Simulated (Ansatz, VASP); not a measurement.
C: VASP beside Ansatz

INCAR

```
PREC = Accurate
ENCUT = 520
EDIFF = 1E-7
ISMEAR = 0
SIGMA = 0.05
LREAL = False
LASPH = True
NELM = 80
ALGO = Normal
ISIF = 2
LWAVE = False
LCHARG = False
NBANDS = 11
```

The input KPOINTS:

```
Automatic mesh
0
Gamma
  12 12 12
```

The input POSCAR:

```
C
1.0
    0.0000000000      1.8087435580      1.6423391507
    1.8087435580      0.0000000000      1.6423391507
    1.8087435580      1.8087435580      0.0000000000
C
2
Direct
    0.5000000000      0.5000000000      0.5000000000
    0.7500000000      0.7500000000      0.7500000000
```

Input for Ansatz:

```yaml
crystal:
  lattice:
    - [0.0, 1.808743558, 1.6423391507]
    - [1.808743558, 0.0, 1.6423391507]
    - [1.808743558, 1.808743558, 0.0]
  atoms:
    - { symbol: C, position: [0.5, 0.5, 0.5] }
    - { symbol: C, position: [0.75, 0.75, 0.75] }
basis:
  ecutwfc: 520.0
kpoints:
  mp_grid: { grid: [12, 12, 12] }
hamiltonian:
  xc: lda
  pseudopotentials: { kind: paw, azcp: { folder: soft_1 } }
scf:
  occupations: { method: gaussian, width: 0.05 }
output:
  forces: true
  stress: true
  eigenvalues: true
```

Alike in both runs: task single point; functional LDA; k mesh 12 × 12 × 12; occupations gaussian, width 0.05 eV; no spin polarisation.

|  | VASP | Ansatz |
| --- | --- | --- |
| version | VASP 6.6.1 | Ansatz 0.2.0 |
| potentials or method | VASP PAW LDA potentials, release 64 (C) | scalar-relativistic, plane waves, PAW |
| plane-wave cutoff (eV) | 520 | 520 |
| valence electrons in the cell | 8 | 8 |

|  | VASP | Ansatz | Ansatz less VASP |
| --- | --- | --- | --- |
| gap on the k mesh at the Fermi level (eV) | 1.81 | 1.83 | +0.013 |
| least direct gap on the mesh (eV) | 4.09 | 4.08 | -0.002 |
| pressure (GPa) | 13.8 | 11.9 | -1.82 |
| largest component of the traceless stress (GPa) | 56.57 | 56.69 | +0.117 |

Ansatz warned: «pseudo_functional_mismatch».
